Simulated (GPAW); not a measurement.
**ScAl3 in GPAW: convergence with convergence criteria**

Input of the first run (convergence criteria density=0.001 energy=0.01 eigenstates=0.0001); the others differ in this setting and in those tied to it:

Contents of run.py:

```python
from ase.dft.bandgap import bandgap
from ase.io import read, write
from ase.units import GPa
from gpaw import GPAW, PW, setup_paths

setup_paths.insert(0, '.')

atoms = read('POSCAR')

calc = GPAW(mode=PW(600),
            xc='PBEsol',
            kpts={'size': (7, 7, 7), 'gamma': True},
            occupations={'name': 'fermi-dirac', 'width': 0.05},
            nbands=22,
            convergence={'density': 0.001, 'energy': 0.01, 'eigenstates': 0.0001},
            maxiter=100,
            txt='gpaw.txt')
atoms.calc = calc
energy = atoms.get_potential_energy()
forces = atoms.get_forces()
stress = atoms.get_stress()
calc.write('gs.gpw')
write('result.traj', atoms)
print(f'Energy: {energy:.6f} eV')
print('Forces (eV/A):')
print(forces.round(4))
print('Stress (GPa):', (stress / GPa).round(3))
print('Fermi level:', round(calc.get_fermi_level(), 4), 'eV')
print(f'Gap: {bandgap(calc)[0]:.4f} eV, direct: {bandgap(calc, direct=True)[0]:.4f} eV')
```

Contents of POSCAR:

```
ScAl3
1.0
    4.0878065700      0.0000000000      0.0000000000
    0.0000000000      4.0878065700      0.0000000000
    0.0000000000      0.0000000000      4.0878065700
Sc Al
1 3
Direct
    0.0000000000      0.0000000000      0.0000000000
    0.5000000000      0.5000000000      0.0000000000
    0.0000000000      0.5000000000      0.5000000000
    0.5000000000      0.0000000000      0.5000000000
```

Potentials or basis: PAW data sets generated in the run's folder for this functional, pw.

Run with:

```sh
$ gpaw-setup -f PBEsol Al Sc
$ OMP_NUM_THREADS=1 python run.py
```

The cell is a database's computed one.

Hardware: 1 thread of Arm Neoverse V2, on a shared host.

```csv
convergence criteria,"energy less the tightest run, at zero smearing (meV/atom)",SCF cycles,CPU time (s),peak memory (GiB)
density=0.001 energy=0.01 eigenstates=0.0001,0.00,7,12,0.17
default,0.00,9,16,0.17
density=1e-05 energy=1e-05,0.00,10,16,0.17
density=1e-05 forces=0.0001,0.00,11,17,0.17
density=1e-06 energy=1e-06 eigenstates=1e-10,0.00,11,18,0.17
```

Against the tightest run, the energy stays within 1 meV/atom from density=0.001 energy=0.01 eigenstates=0.0001 on. The tightest run that finished is the yardstick and may itself not be fully converged.
